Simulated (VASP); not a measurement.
Write the native input for VASP 6.6.1 that does the following.

| Quantity | Value |
| --- | --- |
| Task | band structure |
| Functional | BLYP |
| Potentials or basis | VASP PAW PBE potentials, release 64 (Zn) |
| Cutoff | 520 eV |
| k mesh | 12 × 12 × 12 |
| Occupations | fermi-dirac, width 0.05 eV |
| Spin | no spin polarisation |
| Further INCAR settings | ALGO = Fast; EDIFF = 1e-06 |

Zn:

```xyz
1
Lattice="0.0000 1.9648 1.9648 1.9648 0.0000 1.9648 1.9648 1.9648 0.0000" Properties=species:S:1:pos:R:3 pbc="T T T"
Zn    0.0000    0.0000    0.0000
```

This isn't the form of Zn at room conditions, which is hcp.

The input as run:

POSCAR

```
Zn
1.0
    0.0000000000      1.9647760000      1.9647760000
    1.9647760000      0.0000000000      1.9647760000
    1.9647760000      1.9647760000      0.0000000000
Zn
1
Direct
    0.0000000000      0.0000000000      0.0000000000
```

INCAR.step1

```
  AGGAC = 1.0
  AGGAX = 1.0
  ALDAC = 0.0
  ALDAX = 1.0
  ALGO = Fast
  EDIFF = 1E-6
  ENCUT = 520
  GGA = B5
  ISIF = 2
  ISMEAR = -1
  LASPH = True
  LCHARG = True
  LREAL = False
  LWAVE = False
  NELM = 100
  PREC = Accurate
  SIGMA = 0.05
```

KPOINTS.step1

```
k-points
0
Gamma
  12 12 12
```

INCAR.step2

```
  AGGAC = 1.0
  AGGAX = 1.0
  ALDAC = 0.0
  ALDAX = 1.0
  ALGO = Fast
  EDIFF = 1E-6
  ENCUT = 520
  GGA = B5
  ICHARG = 11
  ISIF = 2
  ISMEAR = 0
  LASPH = True
  LCHARG = False
  LREAL = False
  LWAVE = False
  NELM = 100
  PREC = Accurate
  SIGMA = 0.05
```

KPOINTS.step2

```
path GXWKGLUWLK,UX
15
line-mode
reciprocal
 0.0000000000  0.0000000000  0.0000000000  G
 0.5000000000  0.0000000000  0.5000000000  X

 0.5000000000  0.0000000000  0.5000000000  X
 0.5000000000  0.2500000000  0.7500000000  W

 0.5000000000  0.2500000000  0.7500000000  W
 0.3750000000  0.3750000000  0.7500000000  K

 0.3750000000  0.3750000000  0.7500000000  K
 0.0000000000  0.0000000000  0.0000000000  G

 0.0000000000  0.0000000000  0.0000000000  G
 0.5000000000  0.5000000000  0.5000000000  L

 0.5000000000  0.5000000000  0.5000000000  L
 0.6250000000  0.2500000000  0.6250000000  U

 0.6250000000  0.2500000000  0.6250000000  U
 0.5000000000  0.2500000000  0.7500000000  W

 0.5000000000  0.2500000000  0.7500000000  W
 0.5000000000  0.5000000000  0.5000000000  L

 0.5000000000  0.5000000000  0.5000000000  L
 0.3750000000  0.3750000000  0.7500000000  K

 0.6250000000  0.2500000000  0.6250000000  U
 0.5000000000  0.0000000000  0.5000000000  X
```

Potentials or basis: VASP PAW PBE potentials, release 64 (Zn).

The run is started by

```bash
$ cat potpaw_PBE.64/Zn/POTCAR > POTCAR
$ cp INCAR.step1 INCAR
$ cp KPOINTS.step1 KPOINTS
$ mpirun -np 1 vasp_std > vasp.out
$ cp INCAR.step2 INCAR
$ cp KPOINTS.step2 KPOINTS
$ mpirun -np 1 vasp_std > vasp.out
```

Results of the run:

```yaml
Band_gap_along_the_path: none (metal or under the smearing width)
```

Caveat: the log is that of the step along the path at fixed density, whose energy, stress, charges and moments have no meaning.

It took 23 s on 1 thread of Intel(R) Xeon(R) Platinum 8259CL CPU @ 2.50GHz (Skylake/Cascade Lake), on a shared host, peak memory 0.14 GiB.
